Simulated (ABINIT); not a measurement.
ZrB2:

```xyz
3
Lattice="3.1700 0.0000 0.0000 -1.5850 2.7453 0.0000 0.0000 0.0000 3.5330" Properties=species:S:1:pos:R:3 pbc="T T T"
Zr    0.0000    0.0000    0.0000
B     1.5850    0.9151    1.7665
B     0.0000    1.8302    1.7665
```

Base run:

| Property | Result |
| --- | --- |
| Program | ABINIT 10.8.3 (patched build) |
| Functional | PBEsol |
| Potentials or basis | PseudoDojo NC SR PBEsol v0.4.1 standard |
| Cutoff | 925 eV |
| k mesh | 8 × 8 × 6 |
| Occupations | fermi-dirac, width 0.05 eV |
| Spin | no spin polarisation |

Its results: band gap on the k mesh none (metal or under the smearing width); pressure -3.9 GPa.

Q: The run is repeated on the same cell with these changes: potentials or basis from PseudoDojo NC SR PBEsol v0.4.1 standard to Ansatz PAW PBE default generated set, frozen core; cutoff from 925 eV to 327 eV. What comes out?

A: Band gap on the k mesh none (metal or under the smearing width); pressure -5.7 GPa.

Caveats: the atomic spheres overlap (some runs); the PAW data sets were made with another functional, which shifts forces and pressure a little (some runs).

Not every run made on this cell is shown here.
